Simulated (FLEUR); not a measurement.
Cu: band structure with SCAN

Cu:

```
Cu
1.0
    -1.44279    1.44279    1.37608
     1.44279   -1.44279    1.37608
     1.44279    1.44279   -1.37608
Cu
1
Cartesian
  0.0000 0.0000 0.0000
```

This isn't the form of Cu at room conditions, which is fcc.

```yaml
Program: FLEUR MaX-R8.1 (later development tree)
Task: band structure
Functional: SCAN
Potentials_or_basis: all-electron
Basis: FLAPW
Kmax: 4.56 1/bohr
k_mesh: 13 × 13 × 13
Occupations: fermi-dirac, width 0.05 eV
Spin: no spin polarisation
Gmax: 14.1 1/bohr
Muffin-tin_radii: Cu 2.15 bohr
lmax: Cu 9
lnonsphr: Cu 9
Local_orbitals_a_species: Cu 5
Max_iterations: 80
Mixing_factor: 0.05
Mixer: Anderson
Mixer_history: 30
Density_convergence: 0.0001 me/bohr^3
```

| Item | Value |
| --- | --- |
| Band gap along the path | none (metal or under the smearing width) |
| Valence electrons inside the program's atomic spheres | Cu 17.75 (radii Cu 2.15 bohr) |

Levels at the corners of the path, in eV from the Fermi level:
```tsv
point	band 5	band 6	band 7	band 8	band 9	band 10	band 11	band 12	band 13	band 14
Γ	-9.97	-3.31	-3.11	-3.11	-2.23	-2.03	25.90	25.90	27.25	30.21
X	-5.34	-3.79	-2.29	-2.06	-1.33	-0.97	4.43	19.42	19.85	23.42
M	-4.93	-4.88	-1.51	-1.51	-1.45	8.14	8.14	10.08	13.79	14.47
Γ	-9.97	-3.31	-3.11	-3.11	-2.23	-2.03	25.90	25.90	27.25	30.21
Z	-4.91	-4.86	-1.54	-1.54	-1.46	8.21	8.21	9.62	13.81	14.68
P	-3.98	-3.98	-3.88	-2.02	-1.92	6.66	7.01	7.01	8.46	39.82
N	-5.29	-4.04	-2.14	-1.91	-1.30	-0.59	4.98	18.14	18.37	22.17
Z1	-4.91	-4.86	-1.54	-1.54	-1.46	8.21	8.21	9.62	13.81	14.68
M	-4.93	-4.88	-1.51	-1.51	-1.45	8.14	8.14	10.08	13.79	14.47
X	-5.34	-3.79	-2.29	-2.06	-1.33	-0.97	4.43	19.42	19.85	23.42
P	-3.98	-3.98	-3.88	-2.02	-1.92	6.66	7.01	7.01	8.46	39.82
```

Core levels (eV from the Fermi level):
| atom | levels |
| --- | --- |
| 1 Cu | 1s1/2 -8847.0, 2s1/2 -1059.7, 2p1/2 -927.7, 2p3/2 -907.2 |

It took 79 s on 1 thread of Intel(R) Xeon(R) Processor @ 2.50GHz (Skylake/Cascade Lake), with other jobs on the host, peak memory 0.07 GiB.

Caveat: the meta-GGA is that of a development version, with a GGA for the radial functions and cores and without core tails.
